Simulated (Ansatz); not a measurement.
**Response to strain in BeO**

Consider BeO in the wurtzite structure (space group P6_3mc, No. 186; a = 2.690 Å, c = 4.370 Å). Axes: x lies along a and z along c of the hexagonal cell.

Strains are applied to the cell and any free atomic positions relax.

Computed with r2SCAN (Ansatz, an electronic-structure program; PAW; 500 eV plane waves; no spin-orbit coupling).

Candidates:
(a) uniaxial strain ε_yy = −5.69 %
(b) isotropic strain −2.21 %
(c) uniaxial strain ε_xx = +2.69 %

Notes on the quantities. energy relative to the base: free energy F.

**Question.** Order them by energy relative to the base, highest first.

**Answer.** (a) uniaxial strain ε_yy = −5.69 % (+35 meV/atom), (b) isotropic strain −2.21 % (+22 meV/atom), (c) uniaxial strain ε_xx = +2.69 % (+6.8 meV/atom)

Whether these cells are dynamically stable was not tested.
